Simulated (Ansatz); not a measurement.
Structure types of FeGe compared at 360 GPa

Structure types of FeGe are relaxed in primitive cells with their symmetry kept at 360 GPa on PAW files, and LAPW takes those cells. The enthalpy is E + pV at zero temperature, without zero-point motion. Only the types listed were tried, and differences under about 5 meV/atom are mesh noise. The real phase may be another.

All numbers are PBE results (scalar-relativistic) from Ansatz 0.2.0, with Fermi–Dirac smearing of 0.05 eV, spin-polarised from start moments Fe1 2.5 μB. Methods: LAPW: all electrons, basis error target 0.5 meV/atom; PAW: frozen-core files, cutoff 420 eV.

k meshes: rocksalt 17×17×17, CsCl 17×17×17, zincblende 15×15×15, NiAs 13×13×8.

The start moments died away, and the runs ended non-magnetic.

Problem. Which type is lowest in enthalpy, and by how much?

Solution. CsCl, 671 meV/atom below distorted NiAs. The whole table:

```
start type                   ends as          a, b, c (Å)  V (Å³/atom)  H − H(lowest), LAPW (meV/atom)  same, PAW  moment (μB/atom)
  rocksalt           rocksalt, Fm-3m  3.908, 3.908, 3.908         7.46                          2118.5     2121.7              0.00
      CsCl               CsCl, Pm-3m  2.411, 2.411, 2.411         7.00                             0.0        0.0              0.00
zincblende         zincblende, F-43m  4.104, 4.104, 4.104         8.64                          6786.0     6807.6              0.00
      NiAs  distorted NiAs, P6_3/mmc  2.278, 2.278, 6.397         7.19                           671.1      672.4              0.00
```
